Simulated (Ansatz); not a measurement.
# W: the cost of one run

Method: DFT PBE, scalar-relativistic, plane waves, PAW, in Ansatz 0.2.0.

The COD cell was measured well above room temperature, so it is larger than a cold one.

23 further runs of the same task are left out: 23 set aside as unsound or not needed.

## 1. The system as given

Symmetry: Im-3m, No. 229, cubic system. Conventional cell: a = 3.184 Å, b = 3.184 Å, c = 3.184 Å, α = 90.00°, β = 90.00°, γ = 90.00°. W (site symmetry m-3m) has 8 W at 2.76 Å as nearest neighbours.

As a file:

```
W
1.0
    -1.59185    1.59185    1.59185
     1.59185   -1.59185    1.59185
     1.59185    1.59185   -1.59185
W
1
Cartesian
  0.0000 0.0000 0.0000
```

It is the result of an earlier relaxation at this level (volume 16.13 Å³/atom; gap on the mesh: none (metal)).

## 2. What is varied

The energy is mapped over volume and the cell's shape.

- volume per atom: 7 values from 14.20 to 18.07 Å³
- length along [111] over the lengths across it, relative to the cubic cell: 9 values from 0.452 to 2.211

Nothing else is relaxed (symmetry fixes all fractional coordinates). Energies count from the relaxed crystal. Points are written as (first, second).

## 3. Point (14.20 Å³, 1.219)

input.yaml

```yaml
crystal:
  lattice:
    - [-1.3234304498, 1.532277922, 1.532277922]
    - [1.532277922, -1.3234304498, 1.532277922]
    - [1.532277922, 1.532277922, -1.3234304498]
  atoms:
    - { symbol: W, position: [0.0, 0.0, 0.0] }
basis:
  ecutwfc: 420
kpoints:
  mp_grid: { grid: [22, 22, 22] }
hamiltonian:
  xc: pbe
  pseudopotentials: { kind: paw, azcp: { folder: soft_1 } }
scf:
  occupations: { method: gaussian, width: 0.15 }
output:
  forces: true
  stress: true
  eigenvalues: true
```

Command:

```sh
$ ansatz run input.yaml --threads 1 --pin off --max-ram 2048MiB --backend cpu --events-out ev --progress --plain --runs-dir out
```

**Question.** How long does this run take on 1 thread of Arm Neoverse V2, shared host, and how much memory does it need?

About 7.4 s, with a peak of 0.42 GiB.
